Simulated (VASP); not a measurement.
Runs of VASP 6.6.1 on ZnS. It takes space group F-43m (No. 216, cubic). Conventional cell: a = 5.388 Å, b = 5.388 Å, c = 5.388 Å, α = 90.00°, β = 90.00°, γ = 90.00°. Zn (site symmetry -43m) has 4 S at 2.33 Å as nearest neighbours. Around S (site symmetry -43m) lie 4 Zn at 2.33 Å. 

| task | cell | gap on the mesh (eV) | pressure (GPa) |
| --- | --- | --- | --- |
| relaxation of the atoms | atoms relaxed from: a relaxed cell with its volume scaled by 0.98 | 2.81 | 1.7 |
| relaxation of cell and atoms | relaxed | 2.72 | 0.0 |
| relaxation of the atoms | atoms relaxed | 2.72 | 0.0 |
| relaxation of the atoms | atoms relaxed from: a relaxed cell with its volume scaled by 1.02 | 2.62 | -1.4 |
| relaxation of the atoms | atoms relaxed from: a relaxed cell with its volume scaled by 0.94 | (a) | 5.7 |
| relaxation of the atoms | atoms relaxed from: a relaxed cell with its volume scaled by 1.06 | (b) | -4.0 |
| relaxation of the atoms | atoms relaxed from: a relaxed cell with its volume scaled by 0.96 | 2.91 | 3.6 |

Alike in all rows: level r2SCAN; potentials or basis VASP PAW PBE potentials, release 64 (Zn, S); no spin polarisation; k mesh 10 × 10 × 10; cutoff (eV) 600; smearing gaussian 0.03 eV.

Problem. Estimate the missing entries.

Solution. (a) 3.01; (b) 2.45.

Caveats: the relaxation stopped at its first step, so nothing moved; the PAW data sets were made with another functional, which shifts forces and pressure a little.

